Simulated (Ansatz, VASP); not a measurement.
Ag in VASP and in Ansatz

```
Ag
1.0
     2.81607    0.00000    0.00000
    -1.40804    2.43879    0.00000
     0.00000    0.00000    4.66317
Ag
2
Cartesian
  0.0000 1.6259 1.1658
  1.4080 0.8129 3.4974
```

Alike in both runs: functional LDA; k mesh 13 × 13 × 7; occupations fermi-dirac, width 0.05 eV; no spin polarisation.

Ansatz relaxed the structure, and its values are those at the end. VASP's run is a single point on that final structure, the one shown.

```csv
,VASP,Ansatz
version,VASP 6.6.1,Ansatz 0.2.0
potentials or method,"VASP PAW LDA potentials, release 64 (Ag)","PAW with Ansatz's default frozen-core files, scalar-relativistic"
plane-wave cutoff (eV),520,420
valence electrons in the cell,22,38
```

|  | VASP | Ansatz | Ansatz less VASP |
| --- | --- | --- | --- |
| pressure (GPa) | 0.1 | 0.0 | -0.13 |

The two sets of potentials don't hold the same shells in valence. Ansatz warned: «gradients_without_spin_orbit».
